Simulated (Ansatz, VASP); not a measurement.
# KI in VASP and in Ansatz

```
CELL_PARAMETERS angstrom
0.00000 3.66553 3.52455
3.52455 0.00000 3.52455
3.52455 3.66553 0.00000
ATOMIC_POSITIONS crystal
K 0.00000 0.00000 0.00000
I 0.50000 0.50000 0.50000
```

Change from the starting cell: strain +0.0400 x Voigt [0, 1, 0, 0, 0, 0], atoms carried along.

Alike in both runs: task single point; functional LDA; k mesh 6 × 6 × 6; occupations gaussian, width 0.05 eV; no spin polarisation.

|  | VASP | Ansatz |
| --- | --- | --- |
| version | VASP 6.6.1 | Ansatz 0.2.0 |
| potentials or method | VASP PAW LDA potentials, release 64 (K_sv, I) | scalar-relativistic, plane waves, PAW |
| plane-wave cutoff (eV) | 520 | 420 |
| valence electrons in the cell | 16 | 26 |

```tsv
	VASP	Ansatz	Ansatz less VASP
gap on the k mesh at the Fermi level (eV)	3.54	3.53	-0.008
least direct gap on the mesh (eV)	3.54	3.53	-0.008
pressure (GPa)	-1.5	-1.5	-0.02
largest component of the traceless stress (GPa)	0.38	0.37	-0.010
```

The two sets of potentials don't hold the same shells in valence.

Caveats: spin-orbit coupling is left out, which moves the levels of the heavy elements.
